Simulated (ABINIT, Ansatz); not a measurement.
# GaP (F-43m): third-order response

Aim: Raman and infrared lines of GaP (F-43m).

Calculated with ABINIT 10.8.3; DFT LDA, scalar-relativistic, plane waves, HGH norm-conserving pseudopotentials.

**What experiment says.**

“Temperature dependence of the optical phonon reflection band in GaP” (2021, arxiv:2105.06662) quotes from earlier work for GaP, zinc blende (literature value (Refs. 34, 36)): static dielectric constant (static dielectric constant (paper prints symbol eps_inf but compares …) 11.147 [Literature value printed with the symbol eps_inf, but compared with the static constant …]; Raman mode (TO at Gamma) 367.3 cm⁻¹ at 300 K; infrared mode (TO at Gamma) 366.3 ± 0.3 cm⁻¹ at 300 K.

**1. Starting point**

Symmetry: F-43m, No. 216, cubic system. Conventional cell: a = 5.388 Å, b = 5.388 Å, c = 5.388 Å, α = 90.00°, β = 90.00°, γ = 90.00°. Ga has 4 P at 2.33 Å nearest. Nearest to P lie 4 Ga at 2.33 Å. Farther neighbours are not listed.

**2. Relaxing the cell and atoms**

Frequencies change by per cents with a per cent of volume, so the structure is first brought to rest at this level of theory.

The starting cell comes from a relaxation made beforehand in Ansatz (LDA, PseudoDojo NC).

Input file relax.abi:

```
# relaxation
ionmov 2
optcell 2
ecutsm 0.5
dilatmx 1.08
ntime 40
tolmxf 2.0d-06
tolvrs 1.0d-14
prtwf 0
prtden 0
chksymtnons 0

# basis, mesh and filling
ecut 24.0
ixc 7
ngkpt 8 8 8
nshiftk 1
shiftk 0.0 0.0 0.0
istwfk *1
occopt 1
nband 4
nstep 100
diemac 9.0
prtebands 0
prtgsr 0

# cell and atoms
acell 7.199588386 7.199588386 7.199588386
rprim 
    0.0 0.7071067812 0.7071067812
    0.7071067812 0.0 0.7071067812
    0.7071067812 0.7071067812 0.0
ntypat 2
znucl 31 15
natom 2
typat 1 2
xred 
    0.0 0.0 0.0
    0.25 0.25 0.25
pp_dirpath "./pseudo"
pseudos "Ga.hgh, P.hgh"
```

On the command line:

```sh
> OMP_NUM_THREADS=1 mpirun -n 2 abinit relax.abi > relax.log
```

Numbers of over 12 decimals in the logs are rounded to 6 here.

relax.abo, the main output file:

```text
[banners, grids, parts of the stress and lines that vanish by symmetry left out]
- input  file    -> relax.abi
- output file    -> relax.abo
- root for input  files -> relaxi
[...]
Symmetries : space group F-4 3 m (#216); Bravais cF (face-center cubic)
[...]
mpw =        1893          nfft =       46656          nkpt =          29
[...]
== DATASET  1 ==================================================================
[...]
cutoff_energies: {ecut:  24.0, pawecutdg:  -1.0, }
[...]
Exchange-correlation functional for the present dataset will be:
  LDA: Perdew-Wang 92 LSD fit to Ceperley-Alder data - ixc=7
[...]
ETOT  1  -8.881154    -8.881E+00 2.049E-02 1.741E+02
 ETOT  2  -8.916125    -3.497E-02 2.377E-05 1.252E+01
 ETOT  3  -8.918641    -2.517E-03 3.968E-05 3.212E-01
 ETOT  4  -8.918680    -3.897E-05 3.670E-07 2.562E-03
 ETOT  5  -8.918680    -2.260E-07 4.459E-09 3.168E-05
[...]
At SCF step   10       vres2   =  4.12E-15 < tolvrs=  1.00E-14 =>converged.
[...]
sigma(1 1)=  1.09743905E-04  sigma(3 2)=  0.00000000E+00
  sigma(2 2)=  1.09743905E-04  sigma(3 1)=  0.00000000E+00
  sigma(3 3)=  1.09743905E-04  sigma(2 1)=  0.00000000E+00
[...]
convergence: {deltae: -1.705E-13, res2:  4.116E-15, residm:  6.763E-17, diffor: null, }
etotal    :  -8.91868034E+00
[...]
ETOT  1  -8.918901    -8.919E+00 1.102E-06 1.958E-01
[...]
At SCF step    8       vres2   =  8.00E-15 < tolvrs=  1.00E-14 =>converged.
[...]
sigma(1 1)=  8.29129610E-05  sigma(3 2)=  0.00000000E+00
  sigma(2 2)=  8.29129610E-05  sigma(3 1)=  0.00000000E+00
  sigma(3 3)=  8.29129610E-05  sigma(2 1)=  0.00000000E+00
[...]
convergence: {deltae: -2.061E-13, res2:  7.996E-15, residm:  2.090E-18, diffor: null, }
etotal    :  -8.91893085E+00
[...]
ETOT  1  -8.918984    -8.919E+00 4.771E-05 1.671E+00
[...]
At SCF step    9       vres2   =  5.61E-16 < tolvrs=  1.00E-14 =>converged.
[...]
sigma(1 1)= -5.08765372E-06  sigma(3 2)=  0.00000000E+00
  sigma(2 2)= -5.08765372E-06  sigma(3 1)=  0.00000000E+00
  sigma(3 3)= -5.08765372E-06  sigma(2 1)=  0.00000000E+00
[...]
convergence: {deltae: -1.226E-13, res2:  5.609E-16, residm:  2.067E-20, diffor: null, }
etotal    :  -8.91923633E+00
[...]
ETOT  1  -8.919237    -8.919E+00 9.515E-11 5.352E-03
[...]
At SCF step    8       vres2   =  1.52E-16 < tolvrs=  1.00E-14 =>converged.
[...]
sigma(1 1)=  1.85374396E-07  sigma(3 2)=  0.00000000E+00
  sigma(2 2)=  1.85374396E-07  sigma(3 1)=  0.00000000E+00
  sigma(3 3)=  1.85374396E-07  sigma(2 1)=  0.00000000E+00
[...]
convergence: {deltae:  7.461E-14, res2:  1.520E-16, residm:  4.206E-20, diffor: null, }
etotal    :  -8.91923737E+00
[...]
ETOT  1  -8.919237    -8.919E+00 4.046E-12 6.632E-06
[...]
ETOT  6  -8.919237     1.315E-13 1.817E-19 1.889E-14
 ETOT  7  -8.919237     1.936E-13 5.168E-21 6.762E-17
 At SCF step    7       vres2   =  6.76E-17 < tolvrs=  1.00E-14 =>converged.
[...]
sigma(1 1)=  3.49553751E-10  sigma(3 2)=  0.00000000E+00
  sigma(2 2)=  3.49553751E-10  sigma(3 1)=  0.00000000E+00
  sigma(3 3)=  3.49553751E-10  sigma(2 1)=  0.00000000E+00
[...]
convergence: {deltae:  1.936E-13, res2:  6.762E-17, residm:  5.168E-21, diffor: null, }
etotal    :  -8.91923737E+00
[...]
At Broyd/MD step   5, gradients are converged :
[...]
sigma(1 1)=  3.49553751E-10  sigma(3 2)=  0.00000000E+00
  sigma(2 2)=  3.49553751E-10  sigma(3 1)=  0.00000000E+00
  sigma(3 3)=  3.49553751E-10  sigma(2 1)=  0.00000000E+00
[...]
- sigma(1 1)=  1.02842264E-05  sigma(3 2)=  0.00000000E+00
- sigma(2 2)=  1.02842264E-05  sigma(3 1)=  0.00000000E+00
- sigma(3 3)=  1.02842264E-05  sigma(2 1)=  0.00000000E+00
[...]
fcart     -0.0000000000E+00 -0.0000000000E+00 -0.0000000000E+00
           strten      3.4955375134E-10  3.4955375129E-10  3.4955375140E-10
================================================================================

[key lines of the parts left out:]
pressure_GPa:  -1.0284E-05
Total energy (etotal) [Ha]= -8.91923736889520E+00
```

It took 12 s on 2 MPI ranks of Intel Xeon 6975P-C (Granite Rapids), shared host.

Relaxation path:

```csv
step,energy less that of the first step (eV),largest force (eV/Å),volume (Å³)
1,0.0000,0.0000,39.10
2,-0.0068,0.0000,38.72
3,-0.0151,0.0000,37.59
4,-0.0152,0.0000,37.65
5,-0.0152,0.0000,37.65
```

```csv
"conventional cell, symmetrised",before,after,change
a (Å),5.388,5.320,-1.3 %
b (Å),5.388,5.320,-1.3 %
c (Å),5.388,5.320,-1.3 %
volume (Å³/atom),19.55,18.83,-3.7 %
```

The relaxed structure:

```xyz
2
Lattice="0.0000 2.6602 2.6602 2.6602 0.0000 2.6602 2.6602 2.6602 0.0000" Properties=species:S:1:pos:R:3 pbc="T T T"
Ga    0.0000    0.0000    0.0000
P     1.3301    1.3301    1.3301
```

Numbers from this step:

```
volume per atom : 18.83 Å³
pressure        : -1.03e-5 GPa
```

The volume changes by -3.7 % from the cell with which this run began.

**3. Self-consistent run for the response**

First-order wavefunctions inherit every error of the ground state, hence the very tight tolvrs. The mesh is shifted off Γ, since shifted meshes converge sums over the zone faster.

Input file gs.abi:

```
# ground state
tolvrs 1.0d-16
prtden 1
prtwf 1

# basis, mesh and filling
ecut 24.0
ixc 7
ngkpt 6 6 6
nshiftk 4
shiftk 
    0.5 0.5 0.5
    0.5 0.0 0.0
    0.0 0.5 0.0
    0.0 0.0 0.5
istwfk *1
occopt 1
nband 4
nstep 100
diemac 9.0
prtebands 0
prtgsr 0

# cell and atoms
acell 7.109317385 7.109317385 7.109317385
rprim 
    0.0 0.7071067812 0.7071067812
    0.7071067812 0.0 0.7071067812
    0.7071067812 0.7071067812 0.0
ntypat 2
znucl 31 15
natom 2
typat 1 2
xred 
    0.0 0.0 0.0
    0.25 0.25 0.25
pp_dirpath "./pseudo"
pseudos "Ga.hgh, P.hgh"
```

On the command line:

```sh
> OMP_NUM_THREADS=1 mpirun -n 2 abinit gs.abi > gs.log
```

gs.abo, the main output file:

```text
[banners, grids, parts of the stress and lines that vanish by symmetry left out]
- input  file    -> gs.abi
- output file    -> gs.abo
- root for input  files -> gsi
[...]
Symmetries : space group F-4 3 m (#216); Bravais cF (face-center cubic)
[...]
mpw =        1435          nfft =       32768          nkpt =          28
[...]
== DATASET  1 ==================================================================
[...]
cutoff_energies: {ecut:  24.0, pawecutdg:  -1.0, }
[...]
Exchange-correlation functional for the present dataset will be:
  LDA: Perdew-Wang 92 LSD fit to Ceperley-Alder data - ixc=7
[...]
ETOT  1  -8.885950    -8.886E+00 1.513E-02 1.259E+02
 ETOT  2  -8.916808    -3.086E-02 1.937E-06 8.945E+00
 ETOT  3  -8.919311    -2.503E-03 3.631E-05 1.974E-01
 ETOT  4  -8.919343    -3.197E-05 2.701E-07 1.579E-03
 ETOT  5  -8.919343    -1.511E-07 1.379E-09 9.428E-06
[...]
ETOT 10  -8.919343     1.776E-15 6.377E-19 2.030E-15
 ETOT 11  -8.919343     1.066E-14 7.929E-21 6.897E-19
 At SCF step   11       vres2   =  6.90E-19 < tolvrs=  1.00E-16 =>converged.
[...]
sigma(1 1)=  4.12319908E-06  sigma(3 2)=  0.00000000E+00
  sigma(2 2)=  4.12319908E-06  sigma(3 1)=  0.00000000E+00
  sigma(3 3)=  4.12319908E-06  sigma(2 1)=  0.00000000E+00
[...]
convergence: {deltae:  1.066E-14, res2:  6.897E-19, residm:  7.929E-21, diffor: null, }
etotal    :  -8.91934347E+00
[...]
sigma(1 1)=  4.12319908E-06  sigma(3 2)=  0.00000000E+00
  sigma(2 2)=  4.12319908E-06  sigma(3 1)=  0.00000000E+00
  sigma(3 3)=  4.12319908E-06  sigma(2 1)=  0.00000000E+00
[...]
- sigma(1 1)=  1.21308705E-01  sigma(3 2)=  0.00000000E+00
- sigma(2 2)=  1.21308705E-01  sigma(3 1)=  0.00000000E+00
- sigma(3 3)=  1.21308705E-01  sigma(2 1)=  0.00000000E+00
[...]
fcart     -0.0000000000E+00 -0.0000000000E+00 -0.0000000000E+00
           strten      4.1231990777E-06  4.1231990777E-06  4.1231990777E-06
================================================================================

[key lines of the parts left out:]
pressure_GPa:  -1.2131E-01
```

Run time: 2.4 s. Hardware: 2 MPI ranks.

Read from the output:

- pressure: -0.1213 GPa

The cell stands at -0.12 GPa: the relaxation ran with a smoothed cutoff and on another k mesh.

**4. The gap at rest**

Empty bands on the ground state's density check that the gap assumed so far is there in this cell.

Input file gap.abi:

```
# empty bands on the ground state's density
iscf -2
getden_filepath "gso_DEN"
tolwfr 1.0d-12
nbdbuf 2
prtwf 0

# basis, mesh and filling
ecut 24.0
ixc 7
ngkpt 8 8 8
nshiftk 1
shiftk 0.0 0.0 0.0
istwfk *1
occopt 1
nband 8
nstep 100
diemac 9.0
prtebands 0
prtgsr 0

# cell and atoms
acell 7.109317385 7.109317385 7.109317385
rprim 
    0.0 0.7071067812 0.7071067812
    0.7071067812 0.0 0.7071067812
    0.7071067812 0.7071067812 0.0
ntypat 2
znucl 31 15
natom 2
typat 1 2
xred 
    0.0 0.0 0.0
    0.25 0.25 0.25
pp_dirpath "./pseudo"
pseudos "Ga.hgh, P.hgh"
```

On the command line:

```sh
> OMP_NUM_THREADS=1 mpirun -n 2 abinit gap.abi > gap.log
```

gap.abo, the main output file:

```text
[banners, grids, parts of the stress and lines that vanish by symmetry left out]
- input  file    -> gap.abi
- output file    -> gap.abo
- root for input  files -> gapi
[...]
Symmetries : space group F-4 3 m (#216); Bravais cF (face-center cubic)
[...]
mpw =        1458          nfft =       32768          nkpt =          29
[...]
== DATASET  1 ==================================================================
[...]
cutoff_energies: {ecut:  24.0, pawecutdg:  -1.0, }
[...]
Exchange-correlation functional for the present dataset will be:
  LDA: Perdew-Wang 92 LSD fit to Ceperley-Alder data - ixc=7
[...]
-outvars: echo values of variables after computation
            acell      7.1093173850E+00  7.1093173850E+00  7.1093173850E+00 Bohr
================================================================================
```

Run time: 2.1 s. Hardware: 2 MPI ranks; 3.8 s of CPU time.

Read from the output:

```
gap on the k-mesh : 1.454 eV
```

In this cell the gap on the mesh is 1.5 eV, indirect (smallest direct 2.4 eV), so fixed occupations hold.

**5. Linear response at Γ**

The derivative of the wavefunctions by k comes first, since the response to a field is built on it; then the field and the displacements that symmetry doesn't supply are solved at q = 0. By the 2n+1 theorem the first-order wavefunctions also give third derivatives: Raman tensors and the non-linear susceptibility.

It reads the wavefunctions written in step 3.

Input file dfpt_gamma.abi:

```
ndtset 3

# common to the responses
getwfk_filepath "gso_WFK"
kptopt 2
nqpt 1
qpt 0.0 0.0 0.0
asr 0
chneut 0

# d/dk
rfelfd1 2
rfdir1 1 1 1
iscf1 -3
tolwfr1 1.0d-20

# displacements, field
rfphon2 1
rfatpol2 1 2
rfdir2 1 1 1
rfelfd2 3
getddk2 1
tolvrs2 1.0d-10
prepanl2 1
prtden2 1

# third order
optdriver3 5
getden_filepath3 "gso_DEN"
get1den3 2
get1wf3 2
getddk3 1
d3e_pert1_elfd3 1
d3e_pert1_phon3 1
d3e_pert1_atpol3 1 2
d3e_pert1_dir3 1 1 1
d3e_pert2_elfd3 1
d3e_pert2_dir3 1 1 1
d3e_pert3_elfd3 1
d3e_pert3_dir3 1 1 1
usepead3 1
tolvrs3 1.0d-10

# basis, mesh and filling
ecut 24.0
ixc 7
ngkpt 6 6 6
nshiftk 4
shiftk 
    0.5 0.5 0.5
    0.5 0.0 0.0
    0.0 0.5 0.0
    0.0 0.0 0.5
istwfk *1
occopt 1
nband 4
nstep 100
diemac 9.0
prtebands 0
prtgsr 0

# cell and atoms
acell 7.109317385 7.109317385 7.109317385
rprim 
    0.0 0.7071067812 0.7071067812
    0.7071067812 0.0 0.7071067812
    0.7071067812 0.7071067812 0.0
ntypat 2
znucl 31 15
natom 2
typat 1 2
xred 
    0.0 0.0 0.0
    0.25 0.25 0.25
pp_dirpath "./pseudo"
pseudos "Ga.hgh, P.hgh"
```

On the command line:

```sh
> OMP_NUM_THREADS=1 mpirun -n 2 abinit dfpt_gamma.abi > dfpt_gamma.log
```

dfpt_gamma.abo, the main output file:

```text
[banners, grids, parts of the stress and lines that vanish by symmetry left out]
- input  file    -> dfpt_gamma.abi
- output file    -> dfpt_gamma.abo
- root for input  files -> dfpt_gammai
[...]
DATASET    1 : space group F-4 3 m (#216); Bravais cF (face-center cubic)
[...]
nfft =       32768          nkpt =         432
[...]
DATASET    2 : space group F-4 3 m (#216); Bravais cF (face-center cubic)
[...]
nfft =       32768          nkpt =         432
[...]
DATASET    3 : space group F-4 3 m (#216); Bravais cF (face-center cubic)
[...]
mpw =        1435          nfft =       32768          nkpt =         432
[...]
== DATASET  1 ==================================================================
[...]
cutoff_energies: {ecut:  24.0, pawecutdg:  -1.0, }
[...]
Exchange-correlation functional for the present dataset will be:
  LDA: Perdew-Wang 92 LSD fit to Ceperley-Alder data - ixc=7
[...]
- 15.00000   5.00000     10605                znucl, zion, pspdat
[...]
Perturbation : derivative vs k along direction   1
[...]
-ETOT  1  -9.276599     -9.277E+00 2.990E-01 0.000E+00
 ETOT  2  -9.292411     -1.581E-02 2.559E-03 0.000E+00
 ETOT  3  -9.292465     -5.476E-05 2.011E-05 0.000E+00
 ETOT  4  -9.292466     -3.509E-07 2.763E-07 0.000E+00
 ETOT  5  -9.292466     -3.164E-09 3.237E-09 0.000E+00
[...]
At SCF step   12   max residual=  9.98E-21 < tolwfr=  1.00E-20 =>converged.
[...]
Perturbation : derivative vs k along direction   2
[...]
-ETOT  1  -9.276599     -9.277E+00 2.990E-01 0.000E+00
[...]
At SCF step   12   max residual=  9.98E-21 < tolwfr=  1.00E-20 =>converged.
[...]
Perturbation : derivative vs k along direction   3
[...]
-ETOT  1  -9.276599     -9.277E+00 2.990E-01 0.000E+00
[...]
At SCF step   12   max residual=  9.98E-21 < tolwfr=  1.00E-20 =>converged.
[...]
1        1       3.3661298941   -0.0000000000
     1        2       1.6830649470   -0.0000000000
     1        3       1.6830649471   -0.0000000000
     2        1       1.6830649470   -0.0000000000
     2        2       3.3661298941   -0.0000000000
     2        3       1.6830649471   -0.0000000000
     3        1       1.6830649471   -0.0000000000
     3        2       1.6830649471   -0.0000000000
     3        3       3.3661298941   -0.0000000000
[...]
== DATASET  2 ==================================================================
[...]
cutoff_energies: {ecut:  24.0, pawecutdg:  -1.0, }
[...]
Exchange-correlation functional for the present dataset will be:
  LDA: Perdew-Wang 92 LSD fit to Ceperley-Alder data - ixc=7
[...]
Perturbation : displacement of atom   1   along direction   1
[...]
-ETOT  1   7.013151     -3.430E+01 8.947E-02 4.472E+03
[...]
At SCF step    9       vres2   =  4.50E-13 < tolvrs=  1.00E-10 =>converged.
[...]
Perturbation : displacement of atom   2   along direction   1
[...]
-ETOT  1   38.132586358133     -1.283E+02 1.084E+00 6.881E+04
[...]
At SCF step    9       vres2   =  1.31E-11 < tolvrs=  1.00E-10 =>converged.
[...]
Perturbation : homogeneous electric field along direction   1
[...]
-ETOT  1  -201.94898088846     -2.019E+02 2.133E+01 1.971E+04
[...]
At SCF step    9       vres2   =  7.11E-11 < tolvrs=  1.00E-10 =>converged.
[...]
Perturbation : homogeneous electric field along direction   2
[...]
-ETOT  1  -201.94898088865     -2.019E+02 2.133E+01 1.971E+04
[...]
At SCF step    9       vres2   =  7.11E-11 < tolvrs=  1.00E-10 =>converged.
[...]
Perturbation : homogeneous electric field along direction   3
[...]
-ETOT  1  -201.94898088884     -2.019E+02 2.133E+01 1.971E+04
[...]
ETOT  8  -211.84751388104     -1.959E-10 1.370E-12 1.047E-08
 ETOT  9  -211.84751388104     -3.780E-12 3.448E-14 7.109E-11
 At SCF step    9       vres2   =  7.11E-11 < tolvrs=  1.00E-10 =>converged.
[...]
Dielectric tensor, in cartesian coordinates,
[...]
1    4   1    4         9.9427138395        -0.0000000000
   1    4   2    4        -0.0000000000        -0.0000000000
   1    4   3    4        -0.0000000000        -0.0000000000
   2    4   1    4        -0.0000000000        -0.0000000000
   2    4   2    4         9.9427138395        -0.0000000000
   2    4   3    4        -0.0000000000        -0.0000000000
   3    4   1    4        -0.0000000000        -0.0000000000
   3    4   2    4        -0.0000000000        -0.0000000000
   3    4   3    4         9.9427138395        -0.0000000000
  Effective charges, in cartesian coordinates,
[...]
1    1   1    4         2.0186390553         0.0000000000
   2    1   1    4        -0.0000000000         0.0000000000
   3    1   1    4         0.0000000000         0.0000000000
   1    2   1    4        -2.0262378319         0.0000000000
   2    2   1    4        -0.0000000000         0.0000000000
[...]
Effective charges, in cartesian coordinates,
[...]
2    4   1    2         0.0000000000         0.0000000000
   3    4   1    2         0.0000000000         0.0000000000
   1    4   2    2         0.0000000000         0.0000000000
   2    4   2    2        -2.0262378322         0.0000000000
   3    4   2    2         0.0000000000         0.0000000000
   1    4   3    2         0.0000000000         0.0000000000
   2    4   3    2         0.0000000000         0.0000000000
   3    4   3    2        -2.0262378322         0.0000000000
  Phonon wavevector (reduced coordinates) :  0.00000  0.00000  0.00000
 Phonon energies in Hartree :
[...]
Phonon frequencies in cm-1    :
-  7.921797E-01  7.921797E-01  7.921799E-01  3.693707E+02  3.693707E+02
-  3.693707E+02
  Phonon at Gamma, with non-analyticity in the
[...]
Phonon energies in Hartree :
[...]
Phonon frequencies in cm-1    :
-  7.921797E-01  7.921797E-01  8.310602E-01  3.693707E+02  3.693707E+02
-  4.019206E+02
  Phonon at Gamma, with non-analyticity in the
[...]
Phonon energies in Hartree :
[...]
Phonon frequencies in cm-1    :
-  7.921797E-01  7.921799E-01  8.310600E-01  3.693707E+02  3.693707E+02
-  4.019206E+02
  Phonon at Gamma, with non-analyticity in the
[...]
Phonon energies in Hartree :
[...]
Phonon frequencies in cm-1    :
-  7.921797E-01  7.921799E-01  8.310599E-01  3.693707E+02  3.693707E+02
-  4.019206E+02
[...]
== DATASET  3 ==================================================================
[...]
cutoff_energies: {ecut:  24.0, pawecutdg:  -1.0, }
[...]
Exchange-correlation functional for the present dataset will be:
  LDA: Perdew-Wang 92 LSD fit to Ceperley-Alder data - ixc=7
[...]
j1 : displacement of atom   1 along direction   1
[...]
j1 : displacement of atom   2 along direction   1
[...]
j2 : displacement of atom   1 along direction   1
[...]
j2 : displacement of atom   2 along direction   1
[...]
j2 : displacement of atom   1 along direction   1
[...]
j2 : displacement of atom   2 along direction   1
[...]
1          1        0.000000001       -0.000000000       -0.000000000
[...]
1          2       -0.000000001        0.000000001       -0.124358784
[...]
1          3        0.000000001       -0.124358784        0.000000001
[...]
2          1       -0.000000001        0.000000000        0.000000000
[...]
2          2        0.000000001       -0.000000001        0.124005563
[...]
2          3       -0.000000001        0.124005563       -0.000000001
[...]
strten2     0.0000000000E+00  0.0000000000E+00  0.0000000000E+00
           strten3     0.0000000000E+00  0.0000000000E+00  0.0000000000E+00
================================================================================
```

Elapsed: 2.7 min, on 2 MPI ranks.

Numbers from this step:

```
miss of the charge sum rule                                       : 0.007599 e
largest acoustic frequency at the zone centre before the sum rule : 0.79 cm⁻¹
highest optical zone-centre mode (no LO-TO term)                  : 369.4 cm⁻¹
lowest optical zone-centre mode                                   : 369.4 cm⁻¹
mean high-frequency dielectric constant                           : 9.943
largest Born charge in size (third of the trace)                  : 2.026 e
```

Born charge (rows field, columns displacement), before the sum rule (e), principal values of the symmetric part by kind of site:

```csv
atom,atoms with these values,low,middle,high,mean
Ga1,1,2.02,2.02,2.02,2.02
P2,1,-2.03,-2.03,-2.03,-2.03
```

In full for Ga1:

```
2.02 0.00 0.00
0.00 2.02 0.00
0.00 0.00 2.02
```

High-frequency dielectric tensor:

```
9.94 0.00 0.00
0.00 9.94 0.00
0.00 0.00 9.94
```

The acoustic modes at Γ come out as far as 0.8 cm⁻¹ from zero, where they should vanish, a small numerical error; the Born charges miss their sum rule by 0.0076 e, which is good.

(Continued in part 2 of 3.)

[Host names and launcher messages were left out of these logs when they were recorded.]

[Logs are printed without paths, hosts, clocks, repeated set-up lines and the standing remarks that a program may print on its own settings, such as how far it seeks lower states.]

[Hosts, paths, dates, database ids (printed as entryN), source tags and the programs' standing remarks are cut or masked in the printed files.]
